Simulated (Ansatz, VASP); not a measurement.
## One calculation of Zr, two programs

```
CELL_PARAMETERS angstrom
-1.76055 1.76055 1.76055
1.76055 -1.76055 1.76055
1.76055 1.76055 -1.76055
ATOMIC_POSITIONS crystal
Zr 0.00000 0.00000 0.00000
```

Alike in both runs: functional PBEsol; k mesh 16 × 16 × 16; occupations gaussian, width 0.1 eV; no spin polarisation.

Ansatz relaxed the structure, and its values are those at the end. VASP's run is a single point on that final structure, the one shown.

|  | VASP | Ansatz |
| --- | --- | --- |
| version | VASP 6.6.1 | Ansatz 0.2.0 |
| potentials or method | VASP PAW PBE potentials, release 64 (Zr_sv) | scalar-relativistic, plane waves, PAW |
| plane-wave cutoff (eV) | 520 | 420 |
| valence electrons in the cell | 12 | 12 |

|  | VASP | Ansatz | Ansatz less VASP |
| --- | --- | --- | --- |
| gap on the k mesh at the Fermi level (eV) | none | none | - |
| pressure (GPa) | 0.1 | 0.0 | -0.09 |

A gap of «none» marks a metal or a gap that the smearing closes. The functional is the same, so the differences come from potentials, cutoffs and numerics.

Caveats: the PAW data sets were made with another functional, which shifts forces and pressure a little (VASP).
